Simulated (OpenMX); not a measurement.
Ru:

```
Ru
1.0
     2.70580    0.00000    0.00000
    -1.35290    2.34329    0.00000
     0.00000    0.00000    4.28190
Ru
2
Direct
  0.66667 0.33333 0.75000
  0.33333 0.66667 0.25000
```

Program: OpenMX 3.8.5. Alike in all runs: task band structure; no spin polarisation; cell as given; smearing fermi-dirac 0.05 eV.

Question: Order these runs on this cell by their pressure, lowest first.
A. level PBE; potentials or basis OpenMX 2013 PBE set, Ru7.0-s3p2d2, grid cutoff 400 Ry; k mesh 9 × 9 × 5
B. level PBE; potentials or basis OpenMX 2013 PBE set, Ru7.0-s3p2d2f1, grid cutoff 400 Ry; k mesh 11 × 11 × 7
C. level PBE; potentials or basis OpenMX 2013 PBE set, Ru7.0-s3p2d1, grid cutoff 400 Ry; k mesh 9 × 9 × 5
D. level LDA; potentials or basis OpenMX 2013 LDA set, Ru7.0-s3p2d2, grid cutoff 400 Ry; k mesh 11 × 11 × 7

Answer: D (-4.1 GPa), B (6.9 GPa), A (12.2 GPa), C (14.2 GPa).

Caveats: the basis of atomic orbitals isn't converged, which shifts pressures, moduli and gaps.
